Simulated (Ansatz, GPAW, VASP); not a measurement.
One calculation of P, 3 ways

```xyz
4
Lattice="1.6477 -5.4650 0.0000 1.6477 5.4650 0.0000 0.0000 0.0000 4.5436" Properties=species:S:1:pos:R:3 pbc="T T T"
P     1.6477   -4.4173    2.6754
P     1.6477    4.4173    1.8683
P     1.6477   -1.0477    0.4035
P     1.6477    1.0477    4.1401
```

Alike in all runs: task single point; functional PBE; k mesh 8 × 8 × 6; occupations gaussian, width 0.014 eV; no spin polarisation; no spin-orbit coupling. Pressure is positive in compression and, in plane waves, holds the error of the finite cutoff, which Ansatz's Pulay term estimates and takes out.

```
                    program and potentials  plane-wave cutoff (eV)  notes  band gap (eV)  pressure (GPa)  largest force (eV/Å)
                        Ansatz, Ansatz PAW                     420      -           0.10            2.01                 0.337
             VASP, PBE PAW files P, 520 eV                     520      -           0.11            1.67                 0.287
GPAW, GPAW PAW data sets (gpaw-data 1.2.1)                     600      -           0.09            2.30                 0.380
```

Force on atom 2 (P), eV/Å:

```tsv
program and potentials	x	y	z
Ansatz, Ansatz PAW	0.000	-0.166	0.293
VASP, PBE PAW files P, 520 eV	0.000	-0.128	0.257
GPAW, GPAW PAW data sets (gpaw-data 1.2.1)	0.000	-0.194	0.327
```

The band gap spans 0.09 (GPAW, GPAW PAW data sets (gpaw-data 1.2.1)) to 0.11 eV (VASP, PBE PAW files P, 520 eV). The pressure spans 1.67 (VASP, PBE PAW files P, 520 eV) to 2.30 GPa (GPAW, GPAW PAW data sets (gpaw-data 1.2.1)).

The functional is the same throughout but for its coding, so the spread measures potentials, basis and numerics; runs on potential files found faulty are left out.
